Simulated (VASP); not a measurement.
A run of VASP 6.6.1 is set up as follows.

The input INCAR:

```
  ALGO = Normal
  EDIFF = 1E-6
  ENCUT = 520
  GGA = PE
  ISIF = 2
  ISMEAR = 0
  ISPIN = 2
  LASPH = T
  LCHARG = F
  LORBIT = 11
  LREAL = Auto
  LWAVE = F
  MAGMOM = 0 0 0 0 0 0 0 0 0 0 0 0 0 0 0.15 0 0 0 0 0 0 0 0 0 0.28
  NBANDS = 88
  NELM = 150
  PREC = Accurate
  SIGMA = 0.02
```

The input KPOINTS:

```
k-points
0
Gamma
  2 2 3
```

POSCAR

```
Si8NO16
1.0
   -4.1790000000     -4.1790000000      0.0000000000
    4.1790000000     -4.1790000000      0.0000000000
    0.0000000000      0.0000000000      5.3298000000
Si O N
8 16 1
Direct
    0.5033059344      0.4773564250      0.0145495141
    0.0083596554      0.4923965063      0.2487228414
    0.5208994975      0.5044067959      0.4862600848
    0.0118275903      0.4938565446      0.7487601786
    0.0173350084      0.0014670974     -0.0077034786
    0.5134364681     -0.0042443168      0.2361469474
    0.0140459440     -0.0018143096      0.4896001726
    0.5249592008      0.0339685331      0.7294804683
    0.1879485523      0.4590856664      0.0110227401
    0.0084041637      0.1894572864      0.2450022515
    0.8060484566      0.5023037808     -0.0067754888
    0.0199753530      0.8013921991      0.2391485609
    0.2101490787      0.4974292893      0.4980173740
    0.0075202201      0.1910945202      0.7396399490
    0.8227194305      0.4955629337      0.4927834065
    0.0119974874      0.8031286193      0.7437217156
    0.7090014358      0.0069047619     -0.0102315284
    0.5137681263      0.6936204834      0.2450859319
    0.3220753769      0.0317016033     -0.0107634433
    0.5162580761      0.3022566403      0.2541778303
    0.7148927973      0.0216491984      0.4760229277
    0.3963870543      0.6859326394      0.8518563548
    0.3179539363      0.0133841828      0.4870180870
    0.5188845418      0.3208302225      0.7407653195
    0.5445963149      0.7417628619      0.6842823370
```

Potentials or basis: VASP PAW PBE potentials, release 64 (Si, O, N).

The run is started by

```console
$ cat potpaw_PBE.64/Si/POTCAR potpaw_PBE.64/O/POTCAR potpaw_PBE.64/N/POTCAR > POTCAR
$ mpirun -np 1 vasp_std > vasp.out
```

(1) What does it give for the net moment?

(2) What does it give for the site moments?

Results:

(1) 1.00 μB per cell.

(2) Si +0.01, +0.00, -0.00, -0.01; O +0.01, +0.00, +0.02, +0.04, -0.00, +0.20; N +0.44 μB.

Caveat: the k mesh is coarse (spacing up to 0.53 Å⁻¹), so the values aren't converged.
